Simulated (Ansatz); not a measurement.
GeO2 (space group P3_221)

```
CELL_PARAMETERS angstrom
      4.98915     0.00000     0.00000
     -2.49458     4.32073     0.00000
      0.00000     0.00000     5.69214
ATOMIC_POSITIONS crystal
  Ge 0.54890 0.54890 0.50000
  Ge 0.45110 0.00000 0.16667
  Ge 0.00000 0.45110 0.83333
  O  0.30482 0.39412 0.74569
  O  0.60588 0.91070 0.41236
  O  0.08930 0.69518 0.07903
  O  0.39412 0.30482 0.25431
  O  0.91070 0.60588 0.58764
  O  0.69518 0.08930 0.92097
```

The slice is a (1 -1 0 0) plane (indices of the conventional cell) through the point (0.089, 0.695, 0.079) (fractional), spanned by u = [110] and v = [001] in vectors of this cell: u (4.99 Å) and v (5.69 Å, at 90° to u). It covers one period; positions are fractions (u, v).

The numbers are results of PBEsol (plane waves to 420 eV, PAW, scalar-relativistic; Ansatz, an electronic-structure program), not measurements. k mesh 8×8×6. These are valence fields of a PAW run, semicore shells included where kept as valence: close to a nucleus they are smooth pseudo fields. GeO2 was relaxed with its symmetry unable to fall.

Three fields on this plane, each scaled to ten steps between its own extremes (0 low, 9 high; the total valence density on a logarithmic scale, the potential cut 8 eV below its top; x marks points blanked near nuclei; v = 0 in the bottom row):

Map A
```
|xxxx003787531000001111xxx|
|xxx40024542100000112222xx|
|xx4100122200000001244311x|
|0000000110000000024665310|
|0000000000000000025897531|
|210000000000000013689x753|
|32100000000000001368xx765|
|3211000000000000135665554|
|3211000000000000122222233|
|2110000000000000111000011|
|111000000000000000001xx11|
|11000000000000000002xxxx2|
|1000000000000000001xxxxxx|
|1000000000000000001xxxxxx|
|10000000000000000002xxxxx|
|00000000000000000000xxxx0|
|0000000000000000000000000|
|0000000000000000000000000|
|0000111111111000000000000|
|0001122222211100000000000|
|0011234544322110000000000|
|0012467876543211000000000|
|0013589xxxx64321000000000|
|011258xxxxxx6421100000000|
|xx1136xxxxxx742110000000x|
|xxx114xxxxxx74211000000xx|
|xxxx02xxxxxx5321000001xxx|
|xxxx015xxxx53210001111xxx|
```

Map B
```
|xxxx988888877665444568xxx|
|xxx98766777777665555689xx|
|xx9876556677777665567899x|
|9877654456677776666678889|
|7765443445677776667788888|
|665433234566777666789x987|
|65432222345566666678xx987|
|6542111123445555567899987|
|6532100112334444567889887|
|6542100001223334567899988|
|764310000011223456789xx98|
|86431000000112245689xxxx9|
|8653210000111224568xxxxxx|
|8753210111111224568xxxxxx|
|86532112222222335689xxxxx|
|76432222333322334678xxxx9|
|6532223334333333456788887|
|5432233444443333345667766|
|3322234455544433333455554|
|3223345566655433222333333|
|3333456677665543222222333|
|4445567888876543321122344|
|6666679xxxx87654322233456|
|887778xxxxxx8654322245678|
|xx9889xxxxxx875432235689x|
|xxx999xxxxxx87543334579xx|
|xxxx99xxxxxx8654333468xxx|
|xxxx989xxxx87655434568xxx|
```

Map C
```
|xxxx210000000000000000xxx|
|xxx52000000000000000000xx|
|xx5310000011110000000000x|
|2321000000122210000000001|
|1100000001123211000000000|
|000000000112221100000x000|
|00000000001121100000xx000|
|0000000000011100000000000|
|0000000000000000000000000|
|0000000000000000000000000|
|000000000000000000011xx00|
|00000000000000000012xxxx0|
|0000000000000000013xxxxxx|
|1000000000000000014xxxxxx|
|10000000000000000149xxxxx|
|00000000000000000136xxxx2|
|0000000000000000001356531|
|0000000000000000000122210|
|0000000000000000000000000|
|0000000000000000000000000|
|0000000000000000000000000|
|0000000000000000000000000|
|0000000xxxx00000000000000|
|210000xxxxxx0000000000122|
|xx1000xxxxxx000000000124x|
|xxx000xxxxxx00000000014xx|
|xxxx00xxxxxx0000000002xxx|
|xxxx100xxxx00000000001xxx|
```

**Question.** Assign the maps to these fields: density of the lowest conduction band (whole band as if filled, smooth part); density of the highest valence band (whole band, smooth part); valence electron density.

**Answer.** A is the density of the lowest conduction band (whole band as if filled, smooth part); B is the valence electron density; C is the density of the highest valence band (whole band, smooth part).
